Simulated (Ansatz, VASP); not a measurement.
One calculation of Zn, two programs

The input INCAR:

```
SYSTEM = Zn
ALGO = Fast
EDIFF = 1E-7
ENCUT = 520
GGA = CA
ISIF = 2
ISMEAR = 0
LASPH = .TRUE.
LCHARG = .FALSE.
LREAL = .FALSE.
LWAVE = .FALSE.
NBANDS = 12
NELM = 60
PREC = Accurate
SIGMA = 0.15
```

Contents of KPOINTS:

```
k-points
0
G
  20 20 20
  0 0 0
```

POSCAR

```
Zn
1.0
   -1.4454131396      1.5056386871      1.5056386871
    1.4454131396     -1.5056386871      1.5056386871
    1.4454131396      1.5056386871     -1.5056386871
Zn
1
Direct
    0.0000000000      0.0000000000      0.0000000000
```

Input for Ansatz:

```yaml
crystal:
  lattice:
    - [-1.4454131396, 1.5056386871, 1.5056386871]
    - [1.4454131396, -1.5056386871, 1.5056386871]
    - [1.4454131396, 1.5056386871, -1.5056386871]
  atoms:
    - { symbol: Zn, position: [0.0, 0.0, 0.0] }
basis:
  ecutwfc: 520.0
kpoints:
  mp_grid: { grid: [20, 20, 20] }
hamiltonian:
  xc: lda
  pseudopotentials: { kind: paw }
scf:
  occupations: { method: gaussian, width: 0.15 }
output:
  forces: true
  stress: true
  eigenvalues: true
```

Change from the starting cell: normal strain along x -0.0400, normal strain along z +0.0000.

Alike in both runs: task single point; functional LDA; k mesh 20 × 20 × 20; occupations gaussian, width 0.15 eV; no spin polarisation.

```csv
,VASP,Ansatz
version,VASP 6.6.1,Ansatz 0.2.0
potentials or method,"VASP PAW LDA potentials, release 64 (Zn)","scalar-relativistic, plane waves, PAW"
plane-wave cutoff (eV),520,520
valence electrons in the cell,12,12
```

|  | VASP | Ansatz | Ansatz less VASP |
| --- | --- | --- | --- |
| gap on the k mesh at the Fermi level (eV) | none | none | - |
| pressure (GPa) | 5.3 | 4.4 | -0.86 |
| largest component of the traceless stress (GPa) | 1.50 | 1.55 | +0.046 |

A gap of «none» marks a metal or a gap that the smearing closes.
